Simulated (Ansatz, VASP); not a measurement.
**CuO: VASP beside Ansatz**

The input INCAR:

```
ALGO     = Normal         # electronic algorithm
EDIFF    = 1E-7           # SCF threshold, eV
ENCUT    = 520            # plane-wave cutoff, eV
GGA      = PS             # functional
ISIF     = 2              # what is computed and relaxed
ISMEAR   = -1             # smearing method
LASPH    = True           # aspherical terms in the spheres
LCHARG   = False          # write CHGCAR
LREAL    = False          # projectors in reciprocal space
LWAVE    = False          # write WAVECAR
NBANDS   = 16             # bands
NELM     = 80             # most SCF steps
PREC     = Accurate       # precision mode
SIGMA    = 0.05           # smearing width, eV
```

File KPOINTS:

```
k-points
0
Gamma
  10 10 10
```

Contents of POSCAR:

```
CuO
1.0
    0.0000000000      2.3728967245      2.3728967245
    2.3728967245      0.0000000000      2.3728967245
    2.3728967245      2.3728967245      0.0000000000
Cu O
1 1
Direct
    0.0000000000      0.0000000000      0.0000000000
    0.2500000000      0.2500000000      0.2500000000
```

input.yaml

```yaml
crystal:
  lattice:
    - [0.0, 2.3728967245, 2.3728967245]
    - [2.3728967245, 0.0, 2.3728967245]
    - [2.3728967245, 2.3728967245, 0.0]
  atoms:
    - { symbol: Cu, position: [0.0, 0.0, 0.0] }
    - { symbol: O, position: [0.25, 0.25, 0.25] }
hamiltonian:
  xc: pbesol
  pseudopotentials: { kind: paw }
kpoints:
  mp_grid: { grid: [10, 10, 10] }
scf:
  occupations: { method: fermi_dirac, width: 0.05 }
output:
  forces: true
  stress: true
  eigenvalues: true
  write_density: true
  write_potential: true
  elf: true
  volumetric_format: npy
```

Measurements of this composition are mostly on another form, of space group No. 15.

Alike in both runs: task single point; functional PBEsol; k mesh 10 × 10 × 10; occupations fermi-dirac, width 0.05 eV; no spin polarisation.

|  | VASP | Ansatz |
| --- | --- | --- |
| version | VASP 6.6.1 | Ansatz 0.2.0 |
| potentials or method | VASP PAW PBE potentials, release 64 (Cu, O) | Ansatz PAW |
| plane-wave cutoff (eV) | 520 | 420 |
| valence electrons in the cell | 17 | 25 |

```tsv
	VASP	Ansatz	Ansatz less VASP
gap on the k mesh at the Fermi level (eV)	none	none	-
pressure (GPa)	-19.1	-19.5	-0.36
```

A gap of «none» marks a metal or a gap that the smearing closes. The functional is the same, so the differences come from potentials, cutoffs and numerics. The two sets of potentials don't hold the same shells in valence.

Caveats: an odd number of electrons without spin polarisation forces a metal; a magnetic or distorted state may lie lower; the run has no spin polarisation, though such a crystal can be magnetic; semilocal functionals often make such compounds metallic where correlation or magnetic order opens a gap, which also shifts bond lengths; so large a pressure means that the cell lies far from this level's equilibrium, or that cutoff or potentials fall short (VASP); the potentials were made for another functional, which shifts forces and pressure (VASP); the pressure holds a Pulay correction of +0.6 GPa for the finite cutoff (Ansatz).
